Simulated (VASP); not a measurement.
Write the native input for VASP 6.6.1 that does the following.

```yaml
Task: single point
Functional: PBEsol
Potentials_or_basis: VASP PAW PBE potentials, release 64 (Fe)
Cutoff: 520 eV
k_mesh: 15 × 15 × 12
Occupations: gaussian, width 0.1 eV
Spin: no spin polarisation
Dipole_correction: no
Further_INCAR_settings: ALGO = Fast; EDIFF = 1e-07; NBANDS = 24
```

The structure of Fe lies in POSCAR:

```
Fe
1.0
    3.6784992559      0.0000000000      0.0000000000
   -1.8392496279      3.1856738034      0.0000000000
    0.0000000000      0.0000000000      4.1721915939
Fe
4
Direct
    0.0000000000      0.0000000000      0.2500000000
    0.0000000000      0.0000000000      0.7500000000
    0.3333333333      0.6666666667      0.7500000000
    0.6666666667      0.3333333333      0.2500000000
```

The cell was built by a generator and needn't be a form met in nature.

The input as run:

INCAR

```
SYSTEM = Fe
ALGO     = Fast           ! electronic algorithm
EDIFF    = 1E-7           ! SCF threshold, eV
ENCUT    = 520            ! plane-wave cutoff, eV
GGA      = PS             ! functional
ISIF     = 2              ! what is computed and relaxed
ISMEAR   = 0              ! smearing method
LASPH    = .TRUE.         ! aspherical terms in the spheres
LCHARG   = .FALSE.        ! write CHGCAR
LREAL    = .FALSE.        ! projectors in reciprocal space
LWAVE    = .FALSE.        ! write WAVECAR
NBANDS   = 24             ! bands
NELM     = 100            ! most SCF steps
PREC     = Accurate       ! precision mode
SIGMA    = 0.1            ! smearing width, eV
```

KPOINTS

```
k-points
0
G
  15 15 12
  0 0 0
```

Potentials or basis: VASP PAW PBE potentials, release 64 (Fe).

Run with:

```bash
$ cat potpaw_PBE.64/Fe/POTCAR > POTCAR
$ mpirun -np 1 vasp_std > vasp.out
```

Results of the run:

```
Pressure               : -1.3 GPa
Band gap on the k mesh : none (metal or under the smearing width)
```

Caveat: the PAW data sets were made with another functional, which shifts forces and pressure a little; the run has no spin polarisation, though such a crystal can be magnetic.

It took 110 s on 1 thread of Intel(R) Xeon(R) 6975P-C (Granite Rapids) (shared host), peak memory 0.28 GiB.
